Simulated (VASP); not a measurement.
## VASP 6.6.1 run: GaP

INCAR

```
ISMEAR = 0
NSW = 0
IBRION = -1
ALGO = Normal
ISIF = 2
NELM = 61
LCHARG = .FALSE.
LWAVE = .FALSE.
SIGMA = 0.01
NBANDS = 16
METAGGA = MBJ
LASPH = .TRUE.
PREC = Accurate
EDIFF = 1E-7
LREAL = .FALSE.
ENCUT = 520
```

KPOINTS

```
KPOINTS created by Atomic Simulation Environment
0
Gamma
8 8 8
0 0 0
```

POSCAR

```
Ga P
 1.0000000000000000
     0.0000000000000000    2.6845183053000001    2.6845183053000001
     2.6845183053000001    0.0000000000000000    2.6845183053000001
     2.6845183053000001    2.6845183053000001    0.0000000000000000
 Ga  P
   1   1
Cartesian
  0.0000000000000000  0.0000000000000000  0.0000000000000000
  1.3422591526500001  1.3422591526500001  1.3422591526500001
```

The recommended PBE PAW datasets give the neutral cell 18 valence electrons.

Command

```
mpirun -np 1 vasp_std
```

**Question.** Predict the outcome of this run.

**Answer.** It converged. Results: gap between bands v and c on the k mesh 2.33 eV; least direct gap on the k mesh 3.32 eV. Band v is the last that the valence electrons fill when counted band by band, and c is the next.

OSZICAR

```
N       E                     dE             d eps       ncg     rms          rms(c)
DAV:   1     0.217463600657E+03    0.21746E+03   -0.89788E+03   976   0.161E+03
DAV:   2     0.135881319428E+03   -0.81582E+02   -0.77045E+02  1032   0.309E+02
DAV:   3     0.130032069983E+03   -0.58492E+01   -0.58294E+01  1200   0.630E+01
DAV:   4     0.129948839066E+03   -0.83231E-01   -0.83192E-01  1152   0.793E+00
DAV:   5     0.129947561382E+03   -0.12777E-02   -0.12777E-02  1152   0.909E-01    0.572E+00
DAV:   6     0.130851050740E+03    0.90349E+00   -0.30390E+00  1344   0.539E+01    0.326E+00
DAV:   7     0.130970008717E+03    0.11896E+00   -0.54132E-01  1248   0.119E+01    0.272E+00
DAV:   8     0.131094498899E+03    0.12449E+00   -0.16739E-01  1216   0.471E+00    0.132E+00
DAV:   9     0.131284538025E+03    0.19004E+00   -0.82107E-02  1136   0.350E+00    0.724E-01
DAV:  10     0.131495945411E+03    0.21141E+00   -0.30392E-02  1280   0.316E+00    0.197E-01
...
DAV:  34     0.131486355847E+03    0.31771E-05   -0.24990E-10   520   0.133E-04    0.449E-05
DAV:  35     0.131486339951E+03   -0.15896E-04   -0.81807E-11   504   0.715E-05    0.413E-05
DAV:  36     0.131486347439E+03    0.74876E-05   -0.66595E-11   528   0.807E-05    0.133E-05
DAV:  37     0.131486343431E+03   -0.40076E-05   -0.15711E-11   512   0.441E-05    0.212E-05
DAV:  38     0.131486345969E+03    0.25379E-05   -0.34717E-13   480   0.201E-05    0.813E-06
DAV:  39     0.131486347332E+03    0.13629E-05   -0.46220E-12   512   0.182E-05    0.407E-06
DAV:  40     0.131486349492E+03    0.21603E-05   -0.17399E-12   488   0.133E-05    0.394E-06
DAV:  41     0.131486349629E+03    0.13640E-06   -0.31801E-14   512   0.108E-05    0.161E-06
DAV:  42     0.131486349664E+03    0.35207E-07    0.16691E-12   480   0.520E-06
   1 F= 0.13148635E+03 E0= 0.13148635E+03  d E =-.824390E-37
```

The MBJ potential has no energy functional, so only its levels carry meaning.

For comparison, a separate r²SCAN run of the intended cell, on usual settings and not on those above, gives a gap of 1.82 eV on its mesh and a pressure of 4.4 GPa.
